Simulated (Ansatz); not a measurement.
# CaSe (Fm-3m) in Ansatz: notebook, part 2 of 2

Ansatz 0.2.0. The steps go on from the part before.

## Step 3: Band structure, PBE0

File input:

```
crystal:
  lattice:
    - [0.0, 2.956, 2.956]
    - [2.956, 0.0, 2.956]
    - [2.956, 2.956, 0.0]
  atoms:
    - { symbol: Se, position: [0.5, 0.5, 0.5] }
    - { symbol: Ca, position: [0.0, 0.0, 0.0] }
hamiltonian:
  xc: pbe0
  pseudopotentials: { kind: paw }
kpoints:
  mp_grid: { grid: [6, 6, 6] }
  band_path:
    path:
      - [[0.0, 0.0, 0.0], [0.5, 0.0, 0.5], [0.5, 0.25, 0.75], [0.375, 0.375, 0.75], [0.0, 0.0, 0.0], [0.5, 0.5, 0.5], [0.625, 0.25, 0.625], [0.5, 0.25, 0.75], [0.5, 0.5, 0.5], [0.375, 0.375, 0.75]]
      - [[0.625, 0.25, 0.625], [0.5, 0.0, 0.5]]
    npoints: 4
scf:
  occupations: { method: fermi_dirac, width: 0.05 }
  n_extra_bands: 6
output:
  forces: true
  stress: true
  eigenvalues: true
  fatbands: false
```

Potentials or basis: Ansatz PAW.

It took 48 s on 1 × NVIDIA H100 80GB HBM3 with 2 threads of AMD EPYC 7R13 (Zen 3), shared host; peak memory 2.2 GiB.

The run converged. Its results:

```
Free energy             : -7292.7260 eV
Pressure                : 0.8 GPa
Band gap on the k mesh  : 3.65 eV, indirect (least direct gap 4.72 eV)
Band gap along the path : 3.65 eV, indirect (least direct gap 4.72 eV)
```

Levels at the corners of the path, in eV from the valence-band top:
```
point  band 11  band 12  band 13  band 14  band 15  band 16
    Γ     0.00     0.00     0.00     4.96     5.63     5.63
    X    -2.88    -1.07    -1.07     3.65     6.73     7.20
    W    -2.24    -2.24    -1.85     6.36     6.36     7.20
    K    -2.56    -2.29    -1.24     5.03     7.73     7.99
    Γ     0.00     0.00     0.00     4.96     5.63     5.63
    L    -3.67    -1.29    -1.29     6.06     7.71     7.83
    U    -2.56    -2.29    -1.24     5.03     7.73     7.99
    W    -2.24    -2.24    -1.85     6.36     6.36     7.20
    L    -3.67    -1.29    -1.29     6.06     7.71     7.83
    K    -2.56    -2.29    -1.24     5.03     7.73     7.99
    U    -2.56    -2.29    -1.24     5.03     7.73     7.99
    X    -2.88    -1.07    -1.07     3.65     6.73     7.20
```

Caveat: the PAW data sets come from PBE, with cores solved anew for the run's functional, which leaves a small shift of forces and pressure; the thresholds are loose for stress.

## Step 4: Single point, HSE06, 24.28 Å³/atom (volume scaled by 0.94)

File input:

```
crystal:
  lattice:
    - [0.0, 2.8956565374, 2.8956565374]
    - [2.8956565374, 0.0, 2.8956565374]
    - [2.8956565374, 2.8956565374, 0.0]
  atoms:
    - { symbol: Se, position: [0.5, 0.5, 0.5] }
    - { symbol: Ca, position: [0.0, 0.0, 0.0] }
hamiltonian:
  xc: hse06
  pseudopotentials: { kind: paw }
kpoints:
  mp_grid: { grid: [6, 6, 6] }
scf:
  occupations: { method: fermi_dirac, width: 0.05 }
output:
  forces: true
  stress: true
  eigenvalues: true
  write_density: true
  write_potential: true
  elf: true
  volumetric_format: npy
```

It took 18 s on 1 × NVIDIA H100 80GB HBM3 with 2 threads of AMD EPYC 7R13 (Zen 3), shared host; peak memory 2.2 GiB.

It converged, with:

```
Free energy            : -7292.4923 eV
Pressure               : 4.6 GPa
Band gap on the k mesh : 2.79 eV, indirect (least direct gap 3.91 eV)
```

Caveat: the PAW data sets come from PBE, with cores solved anew for the run's functional, which leaves a small shift of forces and pressure; the thresholds are loose for stress.

## Step 5: Single point, HSE06, 24.80 Å³/atom (volume scaled by 0.96)

File input:

```
crystal:
  lattice:
    - [0.0, 2.9160491567, 2.9160491567]
    - [2.9160491567, 0.0, 2.9160491567]
    - [2.9160491567, 2.9160491567, 0.0]
  atoms:
    - { symbol: Se, position: [0.5, 0.5, 0.5] }
    - { symbol: Ca, position: [0.0, 0.0, 0.0] }
hamiltonian:
  xc: hse06
  pseudopotentials: { kind: paw }
kpoints:
  mp_grid: { grid: [6, 6, 6] }
scf:
  occupations: { method: fermi_dirac, width: 0.05 }
output:
  forces: true
  stress: true
  eigenvalues: true
```

It took 19 s on 1 × NVIDIA H100 80GB HBM3 with 2 threads of AMD EPYC 7R13 (Zen 3), shared host; peak memory 2.5 GiB.

The run converged. Its results:

```yaml
Free_energy: -7292.5173 eV
Pressure: 3.2 GPa
Band_gap_on_the_k_mesh: 2.86 eV, indirect (least direct gap 3.95 eV)
```

Caveat: the PAW data sets come from PBE, with cores solved anew for the run's functional, which leaves a small shift of forces and pressure; the thresholds are loose for stress.

## Step 6: Single point, HSE06, 25.31 Å³/atom (volume scaled by 0.98)

Edit input of step 5 so:

```diff
@@ -2,5 +2,5 @@
   lattice:
-    - [0.0, 2.9160491567, 2.9160491567]
-    - [2.9160491567, 0.0, 2.9160491567]
-    - [2.9160491567, 2.9160491567, 0.0]
+    - [0.0, 2.936160476, 2.936160476]
+    - [2.936160476, 0.0, 2.936160476]
+    - [2.936160476, 2.936160476, 0.0]
   atoms:
```

Potentials or basis: Ansatz PAW.

Run time: 14 s. Hardware: 1 × NVIDIA H100 80GB HBM3 with 2 threads of AMD EPYC 7R13 (Zen 3), shared host; peak memory 2.4 GiB.

Results (log left out):

```yaml
Free_energy: -7292.5337 eV
Pressure: 1.9 GPa
Band_gap_on_the_k_mesh: 2.92 eV, indirect (least direct gap 3.98 eV)
```

Caveat: the PAW data sets come from PBE, with cores solved anew for the run's functional, which leaves a small shift of forces and pressure; the thresholds are loose for stress.

## Step 7: Single point, HSE06, 25.83 Å³/atom

Edit input of step 6 so:

```diff
@@ -2,5 +2,5 @@
   lattice:
-    - [0.0, 2.936160476, 2.936160476]
-    - [2.936160476, 0.0, 2.936160476]
-    - [2.936160476, 2.936160476, 0.0]
+    - [0.0, 2.956, 2.956]
+    - [2.956, 0.0, 2.956]
+    - [2.956, 2.956, 0.0]
   atoms:
```

Wall time 15 s (1 × NVIDIA H100 80GB HBM3 with 2 threads of AMD EPYC 7R13 (Zen 3), shared host); peak memory 2.4 GiB.

The run converged. Its results:

| Property | Result |
| --- | --- |
| Free energy | -7292.5425 eV |
| Pressure | 0.8 GPa |
| Band gap on the k mesh | 2.97 eV, indirect (least direct gap 4.01 eV) |

Caveat: the PAW data sets come from PBE, with cores solved anew for the run's functional, which leaves a small shift of forces and pressure; the thresholds are loose for stress.

## Step 8: Single point, HSE06, 26.35 Å³/atom (volume scaled by 1.02)

Edit input of step 7 so:

```diff
@@ -2,5 +2,5 @@
   lattice:
-    - [0.0, 2.956, 2.956]
-    - [2.956, 0.0, 2.956]
-    - [2.956, 2.956, 0.0]
+    - [0.0, 2.9755767295, 2.9755767295]
+    - [2.9755767295, 0.0, 2.9755767295]
+    - [2.9755767295, 2.9755767295, 0.0]
   atoms:
@@ -19 +19,5 @@
   eigenvalues: true
+  write_density: true
+  write_potential: true
+  elf: true
+  volumetric_format: npy
```

It took 14 s on 1 × NVIDIA H100 80GB HBM3 with 2 threads of AMD EPYC 7R13 (Zen 3), shared host; peak memory 2.5 GiB.

Results (log left out):

| Item | Value |
| --- | --- |
| Free energy | -7292.5442 eV |
| Pressure | -0.2 GPa |
| Band gap on the k mesh | 3.02 eV, indirect (least direct gap 4.04 eV) |

Caveat: the PAW data sets come from PBE, with cores solved anew for the run's functional, which leaves a small shift of forces and pressure; the thresholds are loose for stress.

## Step 9: Single point, HSE06, 26.86 Å³/atom (volume scaled by 1.04)

Edit input of step 8 so:

```diff
@@ -2,5 +2,5 @@
   lattice:
-    - [0.0, 2.9755767295, 2.9755767295]
-    - [2.9755767295, 0.0, 2.9755767295]
-    - [2.9755767295, 2.9755767295, 0.0]
+    - [0.0, 2.9948991977, 2.9948991977]
+    - [2.9948991977, 0.0, 2.9948991977]
+    - [2.9948991977, 2.9948991977, 0.0]
   atoms:
```

Potentials or basis: Ansatz PAW.

It took 17 s on 1 × NVIDIA H100 80GB HBM3 with 2 threads of AMD EPYC 7R13 (Zen 3), shared host; peak memory 2.5 GiB.

It converged, with:

| Quantity | Value |
| --- | --- |
| Free energy | -7292.5397 eV |
| Pressure | -1.2 GPa |
| Band gap on the k mesh | 3.07 eV, indirect (least direct gap 4.07 eV) |

Caveat: the PAW data sets come from PBE, with cores solved anew for the run's functional, which leaves a small shift of forces and pressure; the thresholds are loose for stress.

## Step 10: Single point, HSE06, 27.38 Å³/atom (volume scaled by 1.06)

File input:

```
crystal:
  lattice:
    - [0.0, 3.0139755031, 3.0139755031]
    - [3.0139755031, 0.0, 3.0139755031]
    - [3.0139755031, 3.0139755031, 0.0]
  atoms:
    - { symbol: Se, position: [0.5, 0.5, 0.5] }
    - { symbol: Ca, position: [0.0, 0.0, 0.0] }
hamiltonian:
  xc: hse06
  pseudopotentials: { kind: paw }
kpoints:
  mp_grid: { grid: [6, 6, 6] }
scf:
  occupations: { method: fermi_dirac, width: 0.05 }
output:
  forces: true
  stress: true
  eigenvalues: true
```

It took 18 s on 1 × NVIDIA H100 80GB HBM3 with 2 threads of AMD EPYC 7R13 (Zen 3), shared host; peak memory 2.5 GiB.

The run converged. Its results:

```
Free energy            : -7292.5295 eV
Pressure               : -2.0 GPa
Band gap on the k mesh : 3.11 eV, indirect (least direct gap 3.97 eV)
```

Caveat: the PAW data sets come from PBE, with cores solved anew for the run's functional, which leaves a small shift of forces and pressure; the thresholds are loose for stress.

## Step 11: Equation of state, HSE06

Potentials or basis: Ansatz PAW.

No new run: the results of the series are fitted here.

Results:

| Item | Value |
| --- | --- |
| Equilibrium volume | 26.23 Å³/atom |
| Bulk modulus | 51 GPa |
| Pressure derivative of the bulk modulus | 4.1 |

Energy against volume, from the lowest point:
| volume (Å³/atom) | energy (meV/atom) |
| --- | --- |
| 24.280 | 25.99 |
| 24.796 | 13.49 |
| 25.313 | 5.27 |
| 25.829 | 0.89 |
| 26.346 | 0.00 |
| 26.863 | 2.26 |
| 27.379 | 7.36 |

Caveat: the PAW data sets were made with another functional, which shifts forces and pressure a little. Zero-point motion and thermal expansion aren't in these numbers.

## Step 12: Summary

| task | level | points for each segment of the path | gap on the mesh (eV) | pressure (GPa) |
| --- | --- | --- | --- | --- |
| band structure | HSE06 | 4 | 2.97 | 0.8 |
| band structure | PBE0 | 4 | 3.65 | 0.8 |
| equation of state | HSE06 | - | - | - |

Alike in all rows: potentials or basis Ansatz PAW; no spin polarisation; cell as given; k mesh 6 × 6 × 6; cutoff (eV) 420; smearing fermi-dirac 0.05 eV.

Caveats: the PAW data sets come from PBE, with cores solved anew for the run's functional, which leaves a small shift of forces and pressure (some runs); the thresholds are loose for stress (some runs); the PAW data sets were made with another functional, which shifts forces and pressure a little (some runs).

Absolute energies hang on the potentials; compare differences alone.

## Step 13: Against experiment

Step 2. A measured gap of CaSe is 3.85 eV (indirect; 2 K; a printed reference work, monograph, original work of 1988); the calculated 2.97 eV misses it by -0.88 eV. Spin-orbit coupling on Se is left out. The value is that of HSE06, without temperature or zero-point motion.

Step 3. A measured gap of CaSe is 3.85 eV (indirect; 2 K; a printed reference work, monograph, original work of 1988); the calculated 3.65 eV misses it by -0.20 eV. Spin-orbit coupling on Se is left out. The value is that of PBE0, without temperature or zero-point motion.
